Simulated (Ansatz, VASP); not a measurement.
**Ta in VASP and in Ansatz**

INCAR

```
ALGO = Normal ; EDIFF = 1E-6
ENCUT = 520 ; GGA = PS
ISIF = 2 ; ISMEAR = -1
LASPH = True ; LCHARG = True
LELF = True ; LREAL = False
LVHAR = True ; LWAVE = False
NBANDS = 12 ; NELM = 60
PREC = Accurate ; SIGMA = 0.05
```

KPOINTS

```
k-points
0
Gamma
  15 15 15
```

The input POSCAR:

```
Ta
1.0
   -1.6567660204      1.6567660204      1.6567660204
    1.6567660204     -1.6567660204      1.6567660204
    1.6567660204      1.6567660204     -1.6567660204
Ta
1
Direct
    0.0000000000      0.0000000000      0.0000000000
```

Input for Ansatz:

```yaml
crystal:
  lattice:
    - [-1.6567660204, 1.6567660204, 1.6567660204]
    - [1.6567660204, -1.6567660204, 1.6567660204]
    - [1.6567660204, 1.6567660204, -1.6567660204]
  atoms:
    - { symbol: Ta, position: [0.0, 0.0, 0.0] }
kpoints:
  mp_grid: { grid: [15, 15, 15] }
  band_path:
    path:
      - [0.0, 0.0, 0.0]
      - [0.5, -0.5, 0.5]
      - [0.0, 0.0, 0.5]
      - [0.0, 0.0, 0.0]
      - [0.25, 0.25, 0.25]
      - [0.5, -0.5, 0.5]
      - [0.25, 0.25, 0.25]
      - [0.0, 0.0, 0.5]
    npoints: 5
scf:
  occupations: { method: fermi_dirac, width: 0.05 }
hamiltonian:
  xc: pbesol
  pseudopotentials: { kind: all_electron, lapw: { basis_error: 0.00025 } }
output:
  forces: true
  stress: true
  eigenvalues: true
```

Change from the starting cell: volume scaled by 1.01.

Alike in both runs: task single point; functional PBEsol; k mesh 15 × 15 × 15; occupations fermi-dirac, width 0.05 eV; no spin polarisation.

|  | VASP | Ansatz |
| --- | --- | --- |
| version | VASP 6.6.1 | Ansatz 0.2.0 |
| potentials or method | VASP PAW PBE potentials, release 64 (Ta_pv) | all-electron LAPW, scalar-relativistic |
| plane-wave cutoff (eV) | 520 | see its input |

|  | VASP | Ansatz | Ansatz less VASP |
| --- | --- | --- | --- |
| pressure (GPa) | -5.8 | -6.0 | -0.19 |

Ansatz ran all-electron here, so the differences hold the error of VASP's frozen core and of both bases.

Caveats: the PAW data sets were made with another functional, which shifts forces and pressure a little (VASP). The runs have no spin-orbit coupling, so splittings on Ta are missing.
